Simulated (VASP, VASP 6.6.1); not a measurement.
# Lattice constant of rock-salt LuSb with PBEsol, r2SCAN and optB86b-vdW

## Background

The reference is the cubic lattice constant of LuSb, a = 6.06 Å, as cited in "Electronic structure of RSb (R = Y, Ce, Gd, Dy, Ho, Tm, Lu) studied by angle-resolved photoemission spectroscopy" (2017, arXiv:1704.06237). The value is taken there from earlier literature, and no measurement temperature is given with it. My own guess is X-ray diffraction on bulk material at room temperature, which is how such constants are usually obtained. The value is rounded, so differences below its last digit decide nothing. LuSb has the rock-salt structure at ambient pressure, with a closed 4f shell and no magnetic moment, so one length fixes the whole structure.

| compared with | measured | source's wording or label | method |
| --- | --- | --- | --- |
| lattice constant a of the conventional cell (Å) | 6.06 | cubic lattice constant | quoted from earlier literature |

Conditions are those given with the value in the passage it was taken from; "not stated" means there, and the paper may say more elsewhere.

## Strategy

I want the lattice constant of LuSb from a full relaxation of the two-atom rock-salt cell, without spin polarisation and with the Lu 4f shell frozen in the core. Success means a within 0.5 % of the reference, about 0.03 Å. That is close enough to expose the usual error of a poorly suited functional, which is around 1 %, yet leaves room for the rounding of the reference and for nuclear motion. The calculation is for static nuclei at zero temperature; thermal expansion and zero-point motion would typically lengthen a by a few tenths of a per cent if the reference is a room-temperature value.

I start with PBEsol, a gradient functional built for the equilibrium volumes of solids. LDA would probably give too short a cell and PBE too long a one, and neither would save appreciable effort in a cell this small. Mesh and cutoff are tested first, then spin-orbit coupling, with another functional beside the result for scale.

System: LuSb; Fm-3m (No. 225), 2 atoms in the cell; conventional a = 6.079 A, from a database of computed structures; structure from the Materials Project.

On the selection of runs and values: Further runs on this system are not shown.

## 1. PBEsol with denser mesh and higher cutoff

LuSb is a nearly compensated semimetal with small electron and hole pockets, so the k mesh deserves a direct test; a coarse mesh would save little and leave the pockets poorly sampled. The cutoff matters because the cell changes volume during the relaxation. I therefore run PBEsol at 450 eV on a 12×12×12 mesh, then raise the mesh to 18×18×18 and the cutoff to 600 eV, one at a time. The starting cell, a computed structure stretched by 3 % in volume, should contract. I expect a slightly below the reference and shifts between the three runs far smaller than the target.

**Run 1.** VASP 6.6.1: PBEsol; 450 eV, 12x12x12 k mesh; cell and atoms relaxed, relaxed twice.

Key lines of the input:
```
ALGO = Normal
EDIFF = 1E-06
EDIFFG = -0.004
ENCUT = 450
GGA = PS
IBRION = 2
ISIF = 3
ISMEAR = 1
NBANDS = 13
NELM = 100
NSW = 50
PREC = Accurate
SIGMA = 0.15
KPOINTS: Gamma, 12 12 12
PAW data sets: Lu_3 Sb (PBE 64)
```

Command:
```
mpirun -np 4 vasp_std
```

Selected lines of the output:
```
     0.000000000  3.002498169  3.002498169    -0.166527995  0.166527995  0.166527995
```

Converged; 55 s on 4 cores of Intel Xeon Platinum 8488C (Sapphire Rapids), shared host (all steps together).

**Run 2.** VASP 6.6.1: PBEsol; 450 eV, 18x18x18 k mesh; cell and atoms relaxed, relaxed twice.

Key lines of the input, as changed from run 1:
```diff
- KPOINTS: Gamma, 12 12 12
+ KPOINTS: Gamma, 18 18 18
```

Selected lines of the output:
```
     0.000000000  3.001876338  3.001876338    -0.166562491  0.166562491  0.166562491
```

Converged; 2.1 min of wall time (all steps together).

**Run 3.** VASP 6.6.1: PBEsol; 600 eV, 12x12x12 k mesh; cell and atoms relaxed, relaxed twice.

Key lines of the input, as changed from run 1:
```diff
- ENCUT = 450
+ ENCUT = 600
```

Selected lines of the output:
```
     0.000000000  3.002530653  3.002530653    -0.166526193  0.166526193  0.166526193
```

Converged; 81 s of wall time (all steps together).

| quantity | run 1 | run 2 | run 3 | measured |
| --- | --- | --- | --- | --- |
| lattice constant a of the conventional cell (Å) | 6.005 | 6.004 | 6.005 | 6.06 |
| volume of the conventional cell (Å³) | 216.54 | 216.41 | 216.55 |  |
| space group at the end | Fm-3m | Fm-3m | Fm-3m |  |
| pressure left at the end (GPa) | −0.0118 | −0.0114 | −0.01100 |  |

PBEsol gives a = 6.005 Å, which is 0.055 Å or 0.9 % below the reference and outside the target. I had expected a slightly short cell, but not one this short. The denser mesh shortens a by about 0.001 Å and the higher cutoff leaves it practically unchanged, so neither setting explains the miss. The rounding of the reference is also too small to account for it.

## 2. Spin-orbit coupling and two other functionals

The miss forces a change of course. Both elements are heavy, so I repeat PBEsol with spin-orbit coupling. That run also includes the non-spherical gradient terms inside the PAW spheres and uses a slightly coarser mesh, so it tests these changes together. I expect it to move a by much less than the missing 0.055 Å.

The functional is the stronger suspect. I add r2SCAN, a meta-GGA that usually gives longer cells than PBEsol, and optB86b-vdW, which brings in non-local correlation with a different exchange part. I expect both to lengthen the cell, r2SCAN more. LDA is left out because it would most likely shorten the cell further. The frozen 4f shell remains a possible contributor; a data set with 4f in the valence was not tried.

**Run 4.** VASP 6.6.1: PBEsol with spin-orbit coupling; 450 eV, 10x10x10 k mesh; cell and atoms relaxed, relaxed twice, LASPH on.

Key lines of the input, as changed from run 1:
```diff
+ GGA_COMPAT = .FALSE.
- NBANDS = 13
+ LASPH = .TRUE.
+ LNONCOLLINEAR = .TRUE.
+ LSORBIT = .TRUE.
+ MAGMOM = 0 0 0 0 0 0
+ NBANDS = 26
- KPOINTS: Gamma, 12 12 12
+ KPOINTS: Gamma, 10 10 10
```

Command:
```
mpirun -np 4 vasp_ncl
```

Selected lines of the output:
```
     0.000000000  2.999962936  2.999962936    -0.166668726  0.166668726  0.166668726
```

Converged; 2.3 min of wall time (all steps together).

**Run 5.** VASP 6.6.1: r2SCAN; 450 eV, 12x12x12 k mesh; cell and atoms relaxed, relaxed twice, LASPH on.

Key lines of the input, as changed from run 1:
```diff
- GGA = PS
+ LASPH = .TRUE.
+ METAGGA = R2SCAN
```

Selected lines of the output:
```
     0.000000000  3.036903303  3.036903303    -0.164641396  0.164641396  0.164641396
```

Converged; 3.7 min of wall time (all steps together).

**Run 6.** VASP 6.6.1: optB86b-vdW; 450 eV, 12x12x12 k mesh; cell and atoms relaxed, relaxed twice, LASPH on.

Key lines of the input, as changed from run 5:
```diff
+ AGGAC = 0
+ GGA = MK
- METAGGA = R2SCAN
+ LUSE_VDW = .TRUE.
+ PARAM1 = 0.1234
+ PARAM2 = 1
```

Selected lines of the output:
```
     0.000000000  3.024182441  3.024182441    -0.165333941  0.165333941  0.165333941
```

Converged; 2.1 min of wall time (all steps together).

| quantity | run 4 | run 5 | run 6 | measured |
| --- | --- | --- | --- | --- |
| lattice constant a of the conventional cell (Å) | 6.000 | 6.074 | 6.048 | 6.06 |
| volume of the conventional cell (Å³) | 215.99 | 224.07 | 221.27 |  |
| space group at the end | Fm-3m | Fm-3m | Fm-3m |  |
| pressure left at the end (GPa) | −0.01135 | −0.00523 | −0.00453 |  |

Spin-orbit coupling, together with the non-spherical terms and the coarser mesh, takes PBEsol from 6.005 to 6.000 Å, slightly further from the reference. These changes, and the GGA_COMPAT setting altered with them, were not separated, but their sum does nothing to repair the miss.

Changing the functional does. optB86b-vdW gives 6.048 Å, 0.012 Å below the reference, and r2SCAN gives 6.074 Å, 0.014 Å above it. Both are about 0.2 % off and meet the target, and r2SCAN gives the longer cell, as I had supposed. With errors of nearly equal size and opposite sign against a rounded reference, I cannot rank the two. Neither had a mesh or cutoff test of its own; the small shifts found earlier apply to PBEsol only.

## Results at a glance

| run | settings | lattice constant a of the conventional cell (Å) | deviation | cost |
| --- | --- | --- | --- | --- |
| 1 | PBEsol, 450 eV, 12x12x12 k mesh | 6.005 | −0.055 (−0.9 %) | 3.7 core-min |
| 2 | PBEsol, 450 eV, 18x18x18 k mesh | 6.004 | −0.056 (−0.9 %) | 8.5 core-min |
| 3 | PBEsol, 600 eV, 12x12x12 k mesh | 6.005 | −0.055 (−0.9 %) | 5.4 core-min |
| 4 | PBEsol with spin-orbit coupling, 450 eV, 10x10x10 k mesh, LASPH on | 6.000 | −0.060 (−1.0 %) | 9.3 core-min |
| 5 | r2SCAN, 450 eV, 12x12x12 k mesh, LASPH on | 6.074 | +0.014 (+0.2 %) | 15 core-min |
| 6 | optB86b-vdW, 450 eV, 12x12x12 k mesh, LASPH on | 6.048 | −0.012 (−0.2 %) | 8.5 core-min |
|  | measured | 6.06 |  |  |

## How well does the simulation do?

PBEsol, the level I committed to, misses the 0.5 % target: it gives 6.005 Å against 6.06 Å, 0.9 % too short, for 3.7 core-minutes. r2SCAN and optB86b-vdW both meet the target, at +0.2 % and −0.2 %, for 15 and 8.5 core-minutes.

The mesh and cutoff tests mattered because they ruled out both settings as the cause of the PBEsol miss. The spin-orbit run, which also changed the mesh and the non-spherical terms, moved the cell slightly the wrong way. Only the change of functional closed the gap, which points to PBEsol itself as the likeliest main cause, though a share from the frozen 4f shell is not excluded.

Nuclear motion affects the reading of all three. If the reference is a room-temperature value, the static lattice constant should lie a few tenths of a per cent below it. That would reduce the PBEsol error without clearly removing it, bring optB86b-vdW close to the static value or slightly above it, and push r2SCAN towards the upper limit of the target. Part of the r2SCAN agreement may therefore be a cancellation between a cell that is too long and the missing expansion. With no temperature given for the reference, this stays open.

All runs kept the Lu 4f shell frozen in the core, and the effect of that on the length is unknown. A relaxation with 4f in the valence would be the next step.

[Logs are printed without paths, hosts, clocks, repeated set-up lines and the standing remarks that a program may print on its own settings, such as how far it seeks lower states.]

[The runs shown are a pick from a larger set of finished runs; failed, doubtful and other runs were left out of it ahead of writing. So were measured values far from every level or from commonly accepted values, and agreement can look better than it is. Lines of input and output are excerpts and may be shortened.]
